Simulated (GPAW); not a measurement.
Crystal: BaZrO3.

```
CELL_PARAMETERS angstrom
4.19134 0.00000 0.00000
0.00000 4.19134 0.00000
0.00000 0.00000 4.19134
ATOMIC_POSITIONS crystal
Ba 0.00000 0.00000 0.00000
Zr 0.50000 0.50000 0.50000
O 0.50000 0.50000 0.00000
O 0.50000 0.00000 0.50000
O 0.00000 0.50000 0.50000
```

Base run:

```yaml
Program: GPAW 26.7.0
Functional: LDA
Potentials_or_basis: the program's PAW data sets (release 1.2.1) made for this functional
Cutoff: 800 eV
Basis: pw
k_mesh: 6 × 6 × 6
Occupations: fermi-dirac, width 0.05 eV
Spin: no spin polarisation
```

Its results: band gap on the k mesh 3.09 eV, indirect (least direct gap 3.31 eV).

Problem. The run is repeated on the same cell with these changes: functional from LDA to TB-mBJ; potentials or basis from the program's PAW data sets (release 1.2.1) made for this functional to GPAW PAW data sets for LDA (gpaw-data 1.2.1). What comes out?

Solution. Band gap on the k mesh 4.15 eV, indirect (least direct gap 4.44 eV).

Caveats: spin-orbit coupling is left out, which moves the levels of the heavy elements; a model potential gives levels but no total energy (some runs).

Not every run made on this cell is shown here.
